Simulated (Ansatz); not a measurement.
# BaS (PbO-type structure)

The computed numbers are results of PBEsol, scalar-relativistic (no spin polarisation) in the plane-wave PAW code Ansatz at 420 eV, 6×6×8 k-mesh, Gaussian smearing of 0.05 eV. The datasets are Ansatz's generated set soft_2.

```
Ba S
1.0
     5.34207    0.00000    0.00000
     0.00000    5.34207    0.00000
     0.00000    0.00000    3.80883
Ba S
2 2
Direct
  0.50000 0.00000 0.42636
  0.00000 0.50000 0.57364
  0.00000 0.00000 0.00000
  0.50000 0.50000 0.00000
```

The start was a prototype's sites filled with these elements. The Crystallography Open Database lists the compound in space group Fm-3m (rock salt), so this is a trial structure.

Cell and atoms are those of this level's equilibrium.

The cell has space group P4/nmm (read at 0.01 Å). In it the stress is 0.00, 0.00, -0.01, 0.00, 0.00, 0.00 GPa and the largest force component 0.002 eV/Å. Each change below starts from this cell, without further relaxation. Stress is in GPa, positive in compression, in the order xx, yy, zz, yz, xz, xy; energies are counted from the cell above.

**Question.** What happens when atom 3 (S) is moved by 0.08 Å along z?

**Answer.** The energy changes by 4.8 meV per cell, and the force on it along the shift is -0.121 eV/Å (−F/u = 1.52 eV/Å²). Stress: 0.39, -0.28, 0.03, 0.00, 0.00, 0.00.
| atom | Fx (eV/Å) | Fy | Fz |
| --- | --- | --- | --- |
| Ba1 | 0.000 | 0.000 | 0.073 |
| Ba2 | 0.000 | 0.000 | 0.060 |
| S3 | 0.000 | 0.000 | -0.121 |
| S4 | 0.000 | 0.000 | -0.013 |
In a harmonic crystal the energy would rise by −½F·u = ½ × 1.52 × 0.08² eV = 4.8 meV, which matches.

**Question.** A single strain component, atoms carried along, gave the stress -0.40, -0.40, -3.22, 0.00, 0.00, 0.00. Which component, and about how large?

**Answer.** An engineering strain of 3 % in zz; the energy changes by 33.4 meV per cell.

No spin–orbit coupling, a notable omission for heavy elements.
